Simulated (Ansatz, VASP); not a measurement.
Mg4H in VASP and in Ansatz

```
Mg H
1.0
     3.18370    0.00000    0.00000
    -1.59185    2.75717    0.00000
     0.00000    0.00000   26.70819
Mg H
4 1
Direct
  0.66667 0.33333 0.31825
  0.33333 0.66667 0.41461
  0.66667 0.33333 0.50903
  0.33333 0.66667 0.60653
  0.33333 0.16667 0.65590
```

Alike in both runs: task single point; functional PBEsol; k mesh 9 × 9 × 1; occupations gaussian, width 0.1 eV; no spin polarisation.

```csv
,VASP,Ansatz
version,VASP 6.6.1,Ansatz 0.2.0
potentials or method,"VASP PAW PBE potentials, release 64 (Mg, H)","scalar-relativistic, plane waves, PAW"
plane-wave cutoff (eV),520,420
valence electrons in the cell,9,41
```

|  | VASP | Ansatz | Ansatz less VASP |
| --- | --- | --- | --- |
| gap on the k mesh at the Fermi level (eV) | none | none | - |
| rms of the force components (eV/Å) | 0.308 | 0.307 | -0.0007 |

Atom by atom the forces differ by 0.001 eV/Å (rms over components). A gap of «none» marks a metal or a gap that the smearing closes. The two sets of potentials don't hold the same shells in valence. Ansatz warned: «xc_potential_rough_in_thin_density».

Caveats: the PAW data sets were made with another functional, which shifts forces and pressure a little (VASP).
